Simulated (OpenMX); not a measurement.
# Ti under changes of volume

One of the cells (17.636 Å³/atom); the others are scaled copies at fixed shape and fractional positions:

```
Ti
1.0
     2.95000    0.00000    0.00000
    -1.47500    2.55477    0.00000
     0.00000    0.00000    4.68000
Ti
2
Cartesian
  1.4750 0.8516 3.5100
  0.0000 1.7032 1.1700
```

| Item | Value |
| --- | --- |
| Program | OpenMX 3.8.5 |
| Functional | LDA |
| Potentials or basis | OpenMX 2013 LDA set, Ti7.0-s3p2d2, fixed grid of 30 × 30 × 56 points |
| k mesh | 11 × 11 × 7 |
| Occupations | fermi-dirac, width 0.05 eV |
| Spin | no spin polarisation |

```csv
volume (Å³/atom),energy over the lowest point (meV/atom),largest force (eV/Å)
16.577,0.00,0.029
16.930,11.89,0.028
17.283,?,?
17.636,51.03,0.024
17.988,77.44,0.023
18.341,107.71,0.022
18.694,141.39,0.020
```

Problem. What does the run at 17.283 Å³/atom give?

Solution. Energy over the lowest point 29.09 meV/atom; largest force 0.026 eV/Å.

Worked out: A Birch-Murnaghan fit of order 3 (a polynomial in V^(-2/3)) to the other rows has its minimum at 16.09 Å³/atom, just outside them, with B0 = V·E''(V) = 145 GPa and B' = 4.0 at fixed shape and positions, which overstates the stiffness. It gives 29.05 meV/atom at 17.283 Å³/atom, against the run's 29.09.

Energies are extrapolated to zero smearing.

Caveats: the basis of atomic orbitals isn't converged, which shifts pressures, moduli and gaps.
